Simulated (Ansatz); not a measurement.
A series in volume per atom on Al₂O₃

All results are calculated (Ansatz 0.2.0). Density functional stress and forces at fixed atoms, pressure and stress positive in compression, spin-unpolarised plane waves.

Cell of the first row (space group R-3c, No. 167):
```
cell vectors (Å)
   2.3080     1.3325     4.2016
  -2.3080     1.3325     4.2016
   0.0000    -2.6650     4.2016
atoms (fractions of the cell vectors)
Al  0.85157  0.85157  0.85157
Al  0.35157  0.35157  0.35157
Al  0.14843  0.14843  0.14843
Al  0.64843  0.64843  0.64843
O   0.44258  0.05742  0.75000
O   0.05742  0.75000  0.44258
O   0.55742  0.94258  0.25000
O   0.25000  0.55742  0.94258
O   0.94258  0.25000  0.55742
O   0.75000  0.44258  0.05742
```

Settings of every row: periodic directions 3; functional HSE06; spin orbit no; potentials PAW; wave cutoff 420 eV; k mesh 4x4x4; smearing width 0 eV.

Limits: stress loosely converged.

```csv
row,volume per atom (Å³),pressure (GPa)
1,7.753,26.8
2,7.995,16.4
3,8.243,?
4,8.495,-1
5,8.752,-8.1
6,9.015,-14.4
7,9.283,-19.9
```

Question: what pressure should row 3 give?

Worked fit of pressure. Take u = (V_r/V)^(2/3) − 1 with V_r = 8.6235 Å³ an atom, which is twice the finite (Eulerian) strain; such expansions in the strain, on which the Birch-Murnaghan equation of state is built, carry the rest volume and the bulk modulus. The shown rows have u = 0.07352, 0.05174, 0.01006, -0.00981, -0.02917, -0.04794. Least squares give pressure = −4.69 + 360.6 × u + 916 × u² GPa; a straight line predicts inner rows, each left out in turn, worse (root mean square 1.3 against 0.05 GPa). All shown rows lie on it to the printed digit. The pressure vanishes at u = 0.0126, or V = 8.463 Å³ an atom, and there the bulk modulus with atoms relaxed is B = −V dP/dV = (2/3)(1 + u) dP/du = 259 GPa. The withheld row has u = 0.03054, so the fit gives −4.69 + 360.6 × (0.03054) + 916 × (0.03054)² = 7.2 GPa.

The calculation gave 7.1 GPa. The fit lies 0.1 GPa (1.4 % of the value, 0.21 % of the column's range) above it, one unit of the last digit.
